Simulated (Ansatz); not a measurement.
Crystal: CoO.

```xyz
2
Lattice="-1.5080 1.5080 2.1072 1.5080 -1.5080 2.1072 1.5080 1.5080 -2.1072" Properties=species:S:1:pos:R:3 pbc="T T T"
Co    0.0000    0.0000    0.0000
O     0.0000    0.0000    2.1072
```

Program: Ansatz 0.2.0. Alike in all runs: task band structure; potentials or basis all-electron LAPW, scalar-relativistic; spin collinear, ferromagnetic start; cell as given; k mesh 12 × 12 × 12; smearing fermi-dirac 0.05 eV; basis error allowed 0.001 eV/atom.

**Question.** Order these runs on this cell by their pressure, lowest first.
A. level PBEsol; cutoff (eV) 369
B. level LDA; cutoff (eV) 368
C. level PBE; cutoff (eV) 369

**Answer.** B (-17.9 GPa), A (-9.2 GPa), C (0.0 GPa).

Caveats: a cell with one magnetic atom can't hold antiferromagnetic order, which such compounds often take.

Not every run made on this cell is shown here.
